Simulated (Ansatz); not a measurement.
# AlSb in the zinc blende structure (space group F-43m, No. 216)

```
AlSb
1.0
    0.00000     3.11275     3.11275
    3.11275     0.00000     3.11275
    3.11275     3.11275     0.00000
Sb Al
1 1
Cartesian
  4.66913   4.66913   4.66913
  0.00000   0.00000   0.00000
```

All numbers come from PBE, PAW, 420 eV (Ansatz, an electronic-structure program; no spin-orbit coupling). Settings: 13×13×13 k-points, 0.05 eV Fermi–Dirac smearing.

- Volume per atom = 30.16 Å³
- Density = 4.09 g/cm³
- Band gap = 1.24 eV, indirect, Γ → L
- Electron mass = 1.6 mₑ along k, 0.11 mₑ across
- Hole mass (degenerate bands, along [100]) = 0.077, 0.37, 0.37 mₑ
- Lowest conduction-band minima above the VBM = L along ⟨111⟩ 1.24 eV; a point along ⟨100⟩, about 0.9 Å⁻¹ from Γ 1.27 eV; Γ 1.28 eV
- Total energy = -3511.169 eV/atom (σ→0; compares only within this code and set-up)

With Sb present, leaving out spin-orbit coupling can change the band edges. Masses are band curvatures over ±0.01 Å⁻¹ around the edge. Along k means along the line from Γ to the band edge. No phonon test of stability was made.
